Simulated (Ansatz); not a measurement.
A plane-wave DFT run in Ansatz 0.2.0 (scalar-relativistic PAW potentials unless the input names others): input and command.

```yaml
crystal:
  lattice:
    - [0.0, 2.6780456022, 2.6780456022]
    - [2.6780456022, 0.0, 2.6780456022]
    - [2.6780456022, 2.6780456022, 0.0]
  atoms:
    - { symbol: Zn, position: [0.0, 0.0, 0.0] }
    - { symbol: S, position: [0.75, 0.75, 0.75] }
kpoints:
  mp_grid: { grid: [10, 10, 10] }
hamiltonian:
  xc: pbesol
scf:
  occupations: { method: gaussian, width: 0.02 }
  initial_density: { chi_scale: 0.0 }
output:
  forces: true
  eigenvalues: true
  stress: true
accuracy: low
```

```bash
ansatz run input.yaml --threads 4 --pin off --max-ram 10240MiB --backend cpu --events-out ev --progress --plain --runs-dir out
```

Abridged log:
```
Basis set: ecut = 420 eV, 749 PW (Γ), exchange–correlation on 54×54×54 points (8 copies of the dense FFT grid, shifted against one another)
Bands: 13, of which v1, the nominal top of the filled ones, is band 9 counted from 1 (8 counted from 0)
Symmetry: 24 space group operations
k-points: 47 of 1000 (time reversal used)
SCF iter   1: F=—  HF=-4167.845170 eV  |F-HF|=—  |Δ(HF+E_count)|=         —  Δρ=4.63e-2  dr2=1.22e0  ethr=3.10e-3  ⟨swp⟩=5.3  Hψ=3622  notcnv=0
SCF iter   2: F=—  HF=-4167.528403 eV  |F-HF|=—  |Δ(HF+E_count)|=   3.17e-1  Δρ=3.16e-2  dr2=2.01e-1  ethr=3.10e-3  ⟨swp⟩=3.0  Hψ=1701  notcnv=0
SCF iter   3: F=—  HF=-4167.445954 eV  |F-HF|=—  |Δ(HF+E_count)|=   8.24e-2  Δρ=1.01e-2  dr2=2.62e-2  ethr=1.12e-3  ⟨swp⟩=2.0  Hψ=1553  notcnv=0
SCF iter   4: F=—  HF=-4167.440725 eV  |F-HF|=—  |Δ(HF+E_count)|=   5.23e-3  Δρ=4.55e-3  dr2=3.68e-3  ethr=1.46e-4  ⟨swp⟩=3.0  Hψ=1497  notcnv=0
SCF iter   5: F=—  HF=-4167.440449 eV  |F-HF|=—  |Δ(HF+E_count)|=   2.76e-4  Δρ=5.62e-4  dr2=4.97e-5  ethr=2.04e-5  ⟨swp⟩=3.0  Hψ=1213  notcnv=0
SCF iter   6: F=—  HF=-4167.440472 eV  |F-HF|=—  |Δ(HF+E_count)|=   2.29e-5  Δρ=1.11e-4  dr2=2.36e-6  ethr=2.76e-7  ⟨swp⟩=1.0  Hψ=611  notcnv=0
SCF iter   7: F=-4167.440472 eV  HF=-4167.440472 eV  |F-HF|=3.28e-10  |Δ(HF+E_count)|=   6.12e-8  Δρ=3.63e-6  dr2=3.52e-9  ethr=5.56e-10  ⟨swp⟩=3.2  Hψ=2797  notcnv=0
SCF 1 converged in 7 iterations: F = -4167.440472 eV  dr2 = 3.52e-9
SCF converged after 7 iterations
Free energy (F): -4167.440472 eV
Harris-Foulkes:  -4167.440472 eV  (|F-HF|=3.28e-10)
Internal energy: -4167.440472 eV  (E = F + TS)
E sigma→0 (E₀):  -4167.440472 eV
Fermi energy:    7.082512 eV
--- Forces (eV/Å), atoms counted from 1 ---
  atom   1  Zn     0.00000000     0.00000000     0.00000000
  atom   2  S      0.00000000     0.00000000     0.00000000
--- Stress (GPa, compression-positive) ---
        0.016793       0.000000       0.000000
        0.000000       0.016793       0.000000
        0.000000       0.000000       0.016793
  P = ⅓ Tr σ = 0.0168 GPa (0.168 kbar)
```

Apart from outputs, empty bands and the relaxation, which only the reference makes, the input differs from a reference run on usual settings in scf.initial_density.chi_scale: not typed → 0.0; accuracy: not typed → "low"; basis.ecutwfc: 420 → not typed. The reference, at the same geometry, ended its own course with pressure 0.02 GPa, largest force 0.000 eV/Å, gap on the mesh 2.09 eV. This run converged in 7 SCF iterations with an energy at zero smearing within 0.01 meV/atom of the reference's, pressure 0.02 GPa, largest force 0.000 eV/Å, gap on the mesh 2.09 eV. Its accuracy level is looser than usual, yet energy, pressure and forces hardly moved.

It took 0.74 s on 4 threads of Arm Neoverse V2, with other jobs on the host, peak memory 0.3 GiB.